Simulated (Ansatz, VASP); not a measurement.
This is a calculation of CaSe for VASP 6.6.1.

File INCAR:

```
SYSTEM = CaSe
PREC = Accurate
ENCUT = 520
EDIFF = 1E-7
ISMEAR = -1
SIGMA = 0.05
LREAL = .FALSE.
LASPH = .TRUE.
NELM = 60
ALGO = Normal
ISIF = 2
LWAVE = .FALSE.
LCHARG = .FALSE.
GGA = PE
NBANDS = 15
```

File KPOINTS:

```
regular mesh
0
G
  7 7 7
  0 0 0
```

POSCAR

```
CaSe
1.0
    0.0000000000      3.2326341588      3.2326341588
    3.2326341588      0.0000000000      3.2326341588
    3.2326341588      3.2326341588      0.0000000000
Se Ca
1 1
Direct
    0.2500000000      0.2500000000      0.2500000000
    0.0000000000      0.0000000000      0.0000000000
```

Potentials or basis: VASP PAW PBE potentials, release 64 (Se, Ca_sv).

Command:

```sh
$ cat potpaw_PBE.64/Se/POTCAR potpaw_PBE.64/Ca_sv/POTCAR > POTCAR
$ mpirun -np 1 vasp_std > vasp.out
```

Problem. Translate it to Ansatz 0.2.0. Potentials there: Ansatz PAW.

Solution. As run (the cutoff follows the program's own potentials):

Contents of input.yaml:

```yaml
crystal:
  lattice:
    - [0.0, 3.2326341588, 3.2326341588]
    - [3.2326341588, 0.0, 3.2326341588]
    - [3.2326341588, 3.2326341588, 0.0]
  atoms:
    - { symbol: Se, position: [0.25, 0.25, 0.25] }
    - { symbol: Ca, position: [0.0, 0.0, 0.0] }
hamiltonian:
  xc: pbe
  pseudopotentials: { kind: paw }
kpoints:
  mp_grid: { grid: [7, 7, 7] }
scf:
  occupations: { method: fermi_dirac, width: 0.05 }
output:
  forces: true
  stress: true
  eigenvalues: true
```

Potentials or basis: Ansatz PAW.

Run with:

```sh
$ ansatz run input.yaml --threads 2 --pin off --max-ram 5120MiB --backend cpu --events-out ev --progress --plain --runs-dir out
```

Both were run:

|  | VASP | Ansatz | Ansatz less VASP |
| --- | --- | --- | --- |
| gap on the k mesh at the Fermi level (eV) | 3.33 | 3.34 | +0.001 |
| least direct gap on the mesh (eV) | 3.45 | 3.45 | 0.000 |
| pressure (GPa) | 2.2 | 2.1 | -0.13 |

The functional is the same, so the differences come from potentials, cutoffs and numerics. The two sets of potentials don't hold the same shells in valence.

Caveats: an odd mesh through Γ misses points on the zone boundary, where band edges often lie (VASP); odd divisions of the mesh miss points on the zone boundary, where band edges often lie, so the gap on the mesh can be too wide (Ansatz).
